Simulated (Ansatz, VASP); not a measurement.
**C in VASP and in Ansatz**

```
C
1.0
     2.51510    0.00000    0.00000
    -1.25755    2.17814    0.00000
     0.00000    0.00000   22.72766
C
10
Direct
  0.00000 0.00000 0.31219
  0.66667 0.33333 0.32388
  0.66667 0.33333 0.39892
  0.33333 0.66667 0.41996
  0.33333 0.66667 0.48892
  0.00000 0.00000 0.51109
  0.00000 0.00000 0.58004
  0.66667 0.33333 0.60108
  0.66667 0.33333 0.67612
  0.33333 0.66667 0.68781
```

Alike in both runs: functional PBE; dispersion D3(BJ); k mesh 12 × 12 × 1; occupations gaussian, width 0.03 eV; no spin polarisation.

Ansatz relaxed the structure, and its values are those at the end. VASP's run is a single point on that final structure, the one shown.

```csv
,VASP,Ansatz
version,VASP 6.6.1,Ansatz 0.2.0
potentials or method,"VASP PAW PBE potentials, release 64 (C)","scalar-relativistic, plane waves, PAW"
plane-wave cutoff (eV),520,420
valence electrons in the cell,40,40
```

|  | VASP | Ansatz | Ansatz less VASP |
| --- | --- | --- | --- |
| gap on the k mesh at the Fermi level (eV) | none | none | - |
| rms of the force components (eV/Å) | 0.006 | 0.001 | -0.0053 |

A gap of «none» marks a metal or a gap that the smearing closes. Ansatz warned: «structure_snapped_to_symmetry».
